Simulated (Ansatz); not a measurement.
Wavefunction ladder for `C=CCC`

```xyz
12

C     0.8037   -0.0059   -1.8232
C     0.8193    0.1040   -0.5025
C    -0.1170   -0.5879    0.4310
C    -0.9268    0.3902    1.2747
H     0.0836   -0.6429   -2.3284
H     1.5080    0.5313   -2.4478
H     1.5563    0.7579   -0.0369
H    -0.7867   -1.2384   -0.1397
H     0.4599   -1.2396    1.0987
H    -0.2714    1.0431    1.8575
H    -1.5503    1.0263    0.6424
H    -1.5785   -0.1380    1.9743
```

Total charge 0; spin multiplicity 1. The structure was optimised at the PBE0-D4/def2-TZVP level. It is one conformer, not always the lowest. Frozen core, restricted reference, Ansatz 0.2.0. CBS rows extrapolate triple and quadruple zeta; past MP2 they add the triple-zeta difference.

| basis | HF (Eh) | MP2 corr. |
| --- | --- | --- |
| def2-SVP | -155.99663 | -0.56004 |
| def2-TZVPP | -156.16835 | -0.68169 |
| def2-QZVPP | -156.17576 | -0.72430 |

Task: Estimate the CCSD correlation energy and the (T) correction in each basis where they were run (hartree).

Result: 
```
     basis  CCSD corr.       (T)
  def2-SVP    -0.61404  -0.01961
def2-TZVPP    -0.72597  -0.02981
 CBS(def2)    -0.80014     as TZ
```
